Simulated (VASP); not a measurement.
# BiTe (Fm-3m) in VASP: electric field gradients with PBE

Aim: the electric field gradients of BiTe with PBE.

All numbers are computed with VASP 6.6.1; they aren't measurements. Logs are shortened: lines on timing, memory, paths and dates and some standing lists are left out, and cuts for length are marked.

**1. The crystal as given**

The structure is cubic, space group Fm-3m (No. 225). The conventional cell has a = 6.470 Å, b = 6.470 Å, c = 6.470 Å, α = 90.00°, β = 90.00°, γ = 90.00°. Bi (site symmetry m-3m) is surrounded by 6 Te at 3.23 Å. Te (site symmetry m-3m) is surrounded by 6 Bi at 3.23 Å.

**2. Electric field gradients, PBE**

Input file INCAR:

```
SYSTEM = BiTe
  PREC = Accurate
  ENCUT = 520
  EDIFF = 1E-8
  ISMEAR = -1
  SIGMA = 0.08
  LREAL = .FALSE.
  LASPH = .TRUE.
  NELM = 60
  ALGO = Normal
  ISIF = 2
  LWAVE = .FALSE.
  LCHARG = .FALSE.
  GGA = PE
  LEFG = .TRUE.
  NBANDS = 18
```

Input file KPOINTS:

```
Automatic mesh
0
G
  10 10 10
  0 0 0
```

Input file POSCAR:

```
BiTe
1.0
    0.0000000000      3.2350000000      3.2350000000
    3.2350000000      0.0000000000      3.2350000000
    3.2350000000      3.2350000000      0.0000000000
Bi Te
1 1
Direct
    0.0000000000      0.0000000000      0.0000000000
    0.5000000000      0.5000000000      0.5000000000
```

Potentials or basis: VASP PAW PBE potentials, release 64 (Bi_d, Te).

Command:

```console
$ cat potpaw_PBE.64/Bi_d/POTCAR potpaw_PBE.64/Te/POTCAR > POTCAR
$ mpirun -np 1 vasp_std > vasp.out
```

OUTCAR:

```text
SYSTEM = BiTe
   PREC = Accurate
   ENCUT = 520
   EDIFF = 1E-8
   ISMEAR = -1
   LREAL = .FALSE.
   LASPH = .TRUE.
   NELM = 60
   ISIF = 2
   GGA = PE

 ion  position               nearest neighbor table
   1  0.000  0.000  0.000-   2 3.23   2 3.23   2 3.23   2 3.23   2 3.23   2 3.23
   2  0.500  0.500  0.500-   1 3.23   1 3.23   1 3.23   1 3.23   1 3.23   1 3.23

  LATTYP: Found a face centered cubic cell.
 ALAT       =     6.4700000000

  Lattice vectors:

 A1 = (   0.0000000000,   3.2350000000,   3.2350000000)
 A2 = (   3.2350000000,   0.0000000000,   3.2350000000)
 A3 = (   3.2350000000,   3.2350000000,   0.0000000000)

Analysis of symmetry for initial positions (statically):
=====================================================================
 Subroutine PRICEL returns:
 Original cell was already a primitive cell.

 Routine SETGRP: Setting up the symmetry group for a
 face centered cubic supercell.

 Subroutine GETGRP returns: Found 48 space group operations
 (whereof 48 operations were pure point group operations)
 out of a pool of 48 trial point group operations.

The static configuration has the point symmetry O_h .

Analysis of symmetry for dynamics (positions and initial velocities):
=====================================================================
 Subroutine PRICEL returns:
 Original cell was already a primitive cell.

 Routine SETGRP: Setting up the symmetry group for a
 face centered cubic supercell.

 Subroutine GETGRP returns: Found 48 space group operations
 (whereof 48 operations were pure point group operations)
 out of a pool of 48 trial point group operations.

The dynamic configuration has the point symmetry O_h .

 Subroutine INISYM returns: Found 48 space group operations
 (whereof 48 operations are pure point group operations),
 and found     1 'primitive' translations

----------------------------------------------------------------------------------------

                                     Primitive cell

  volume of cell :      67.7100

  direct lattice vectors                    reciprocal lattice vectors
     0.000000000  3.235000000  3.235000000    -0.154559505  0.154559505  0.154559505
     3.235000000  0.000000000  3.235000000     0.154559505 -0.154559505  0.154559505
     3.235000000  3.235000000  0.000000000     0.154559505  0.154559505 -0.154559505

  length of vectors
     4.574980874  4.574980874  4.574980874     0.267704916  0.267704916  0.267704916

  position of ions in fractional coordinates (direct lattice)
     0.000000000  0.000000000  0.000000000
     0.500000000  0.500000000  0.500000000

  ion indices of the primitive-cell ions
   primitive index   ion index
                 1           1
                 2           2

----------------------------------------------------------------------------------------

 KPOINTS: Automatic mesh

Automatic generation of k-mesh.
 Grid dimensions read from file:
 generate k-points for:   10   10   10

 Generating k-lattice:

  Cartesian coordinates                     Fractional coordinates (reciprocal lattice)
    -0.015455951  0.015455951  0.015455951     0.100000000  0.000000000  0.000000000
     0.015455951 -0.015455951  0.015455951     0.000000000  0.100000000  0.000000000
     0.015455951  0.015455951 -0.015455951     0.000000000  0.000000000  0.100000000

  Length of vectors
     0.026770492  0.026770492  0.026770492

  Shift w.r.t. Gamma in fractional coordinates (k-lattice)
     0.000000000  0.000000000  0.000000000

 Subroutine IBZKPT returns following result:
 ===========================================

 Found     47 irreducible k-points:

 Following reciprocal coordinates:
            Coordinates               Weight
  0.000000  0.000000  0.000000      1.000000
  0.100000  0.000000  0.000000      8.000000
  0.200000  0.000000  0.000000      8.000000
  0.300000  0.000000  0.000000      8.000000
  0.400000  0.000000  0.000000      8.000000
  0.500000  0.000000  0.000000      4.000000
[... 16 lines left out ...]
  0.300000  0.300000  0.000000      6.000000
  0.400000  0.300000  0.000000     24.000000
 [... further k-points ...]
   k-points           NKPTS =     47   k-points in BZ     NKDIM =     47   number of bands    NBANDS=     18
   number of dos      NEDOS =    301   number of ions     NIONS =      2
   total plane-waves  NPLWV =  46656
   dimension x,y,z NGX =    36 NGY =   36 NGZ =   36
   dimension x,y,z NGXF=    72 NGYF=   72 NGZF=   72
   ions per type =               1   1
   NGX,Y,Z   is equivalent  to a cutoff of  13.08, 13.08, 13.08 a.u.
   NGXF,Y,Z  is equivalent  to a cutoff of  26.16, 26.16, 26.16 a.u.
 SYSTEM =  BiTe
   PREC   = accura    normal or accurate (medium, high low for compatibility)
   ISTART =      0    job   : 0-new  1-cont  2-samecut
   ICHARG =      2    charge: 1-file 2-atom 10-const
   ISPIN  =      1    spin polarized calculation?
   LNONCOLLINEAR =      F non collinear calculations
   LSORBIT =      F    spin-orbit coupling
   LASPH  =      T    aspherical Exc in radial PAW
   ENCUT  =  520.0 eV  38.22 Ry    6.18 a.u.   8.51  8.51  8.51*2*pi/ulx,y,z
   NELM   =     60;   NELMIN=  2; NELMDL= -5     # of ELM steps
   EDIFF  = 0.1E-07   stopping-criterion for ELM
   LREAL  =      F    real-space projection
   EDIFFG = 0.1E-06   stopping-criterion for IOM
   NSW    =      0    number of steps for IOM
   IBRION =     -1    ionic relax: 0-MD 1-quasi-New 2-CG
   NFREE  =      0    steps in history (QN), initial steepest desc. (CG)
   ISIF   =      2    stress and relaxation
   ISYM   =      2    0-nonsym 1-usesym 2-fastsym
   POTIM  = 0.5000    time-step for ionic-motion
   TEBEG  =    0.0;   TEEND  =   0.0 temperature during run
   PSTRESS=    0.0 pullay stress
   NELECT =      21.0000    total number of electrons
   NUPDOWN=      -1.0000    fix difference up-down
   EMIN   =  10.00;   EMAX   =-10.00  energy-range for DOS
   EFERMI =   0.00;   METHOD = LEGACY
   ISMEAR =    -1;   SIGMA  =   0.08  broadening in eV -4-tet -1-fermi 0-gaus
   EFERMI_NEDOS =   21; number of points for ismear=-14 and -15
   IALGO  =     38    algorithm
   IMIX   =      4    mixing-type and parameters
     AMIX     =   0.40;   BMIX     =  1.00
     AMIX_MAG =   1.60;   BMIX_MAG =  1.00
  volume/ion in A,a.u.               =      33.86       228.46
  Fermi-wavevector in a.u.,A,eV,Ry     =   1.108146  2.094092 16.707785  1.227988
  Thomas-Fermi vector in A             =   2.244669
   LORBIT       =      0    0 simple, 1 ext, 2 COOP (PROOUT), +10 PAW based schemes
   GGA     = PE    functional components
   LHFCALC =     F    Hartree Fock is set to
   AEXX    =    0.0000 exact exchange contribution
   IVDW    =     0    specifies the selected vdW correction
   LEPSILON=     F    determine dielectric tensor
   LRPA    =     F    only Hartree local field effects (RPA)
 non-spin polarized calculation
  energy-cutoff  :      520.00
  volume of cell :       67.71
 maximum number of plane-waves:      1849
 NGX is ok and might be reduce to    36
   NGX = 17   NGY = 17   NGZ = 17

 number of electron      21.0000001 magnetization

 Free energy of the ion-electron system (eV)
  ---------------------------------------------------
  ext. energy  EPLUGINS =         0.00000000
  ---------------------------------------------------
  free energy    TOTEN  =        -7.18712882 eV

  energy without entropy =       -7.15637980  energy(sigma->0) =       -7.17175431

 E-fermi :   6.6589     XC(G=0):  -9.4342

 val. band max:        6.6543282112   @ k =   0.2000   0.2000   0.0000
 cond. band min:       6.7451884565   @ k =   0.3000   0.0000   0.0000
 fundamental gap:      0.0908602453
 Fermi energy:         6.6588519224

 k-point     1 :       0.0000    0.0000    0.0000
  band No.  band energies     occupation
      1     -16.5033      2.00000
      2     -16.5033      2.00000
      3     -16.5003      2.00000
      4     -16.5003      2.00000
      5     -16.5003      2.00000
      6      -6.8723      2.00000
[... 10 lines left out ...]
     17      12.7657      0.00000
     18      13.2078      0.00000
[... 463 lines left out ...]
 k-point    24 :       0.4000    0.3000    0.0000
  band No.  band energies     occupation
      1     -16.5136      2.00000
      2     -16.5024      2.00000
      3     -16.5004      2.00000
      4     -16.4924      2.00000
      5     -16.4920      2.00000
      6      -5.5604      2.00000
[... 10 lines left out ...]
     17      15.5944      0.00000
     18      15.6727      0.00000

 [... further k-points ...]

------------------------ aborting loop because EDIFF is reached ----------------------------------------

  FORCE on cell =-STRESS in cart. coord.  units (eV):
  Direction    XX          YY          ZZ          XY          YZ          ZX
  --------------------------------------------------------------------------------------
  -------------------------------------------------------------------------------------
  Total        0.3150008      0.3150008      0.3150008      0.0000000      0.0000000      0.0000000
  in kB        7.4536577      7.4536577      7.4536577      0.0000000      0.0000000      0.0000000
  external PRESSURE =       7.4536577 kB  Pullay stress =       0.0000000 kB

 VOLUME and BASIS-vectors are now :
 -----------------------------------------------------------------------------
  energy-cutoff  :      520.00
  volume of cell :       67.71
      direct lattice vectors                 reciprocal lattice vectors
     0.000000000  3.235000000  3.235000000    -0.154559505  0.154559505  0.154559505
     3.235000000  0.000000000  3.235000000     0.154559505 -0.154559505  0.154559505
     3.235000000  3.235000000  0.000000000     0.154559505  0.154559505 -0.154559505

 POSITION                                       TOTAL-FORCE (eV/Angst)
 -----------------------------------------------------------------------------------
      0.00000      0.00000      0.00000         0.000000     -0.000000      0.000000
      3.23500      3.23500      3.23500         0.000000      0.000000     -0.000000
 -----------------------------------------------------------------------------------
    total drift:                               -0.000000      0.000000      0.000000

  FREE ENERGIE OF THE ION-ELECTRON SYSTEM (eV)
  ---------------------------------------------------
  free  energy   TOTEN  =        -7.1871288164 eV

  energy  without entropy=       -7.1563797967  energy(sigma->0) =       -7.17175431

 Electric field gradients (V/A^2)
---------------------------------------------------------------------
 ion       V_xx      V_yy      V_zz      V_xy      V_xz      V_yz
---------------------------------------------------------------------
   1       0.000     0.000     0.000     0.000     0.000     0.000
   2       0.000     0.000    -0.000    -0.000    -0.000    -0.000
---------------------------------------------------------------------

 Electric field gradients after diagonalization (V/A^2)
 (convention: |V_zz| > |V_xx| > |V_yy|)
----------------------------------------------------------------------
 ion       V_xx      V_yy      V_zz     asymmetry (V_yy - V_xx)/ V_zz
----------------------------------------------------------------------
   1      -0.000    -0.000     0.000       0.000
   2       0.000     0.000    -0.000       0.000
----------------------------------------------------------------------

           NMR quadrupolar parameters

 Cq : quadrupolar parameter    Cq=e*Q*V_zz/h
 eta: asymmetry parameters     (V_yy - V_xx)/ V_zz
 Q  : nuclear electric quadrupole moment in mb (millibarn)
----------------------------------------------------------------------
 ion       Cq(MHz)       eta       Q (mb)
----------------------------------------------------------------------
   1       0.000       0.000       1.000
   2      -0.000       0.000       1.000
----------------------------------------------------------------------
```

It took 35 s on 1 thread of Intel Xeon 6975P-C (Granite Rapids), shared host; peak memory 0.22 GiB.

What came out:

| Quantity | Value |
| --- | --- |
| Free energy | -7.1871 eV |
| Pressure | 0.7 GPa |
| Band gap on the k mesh | none (metal or under the smearing width) |

Electric field gradients, principal values (V/Å²):
```csv
atom,Vxx,Vyy,Vzz
1 Bi,0.000,0.000,0.000
2 Te,0.000,0.000,0.000
```

Caveat: spin-orbit coupling is left out, which moves the levels of the heavy elements.
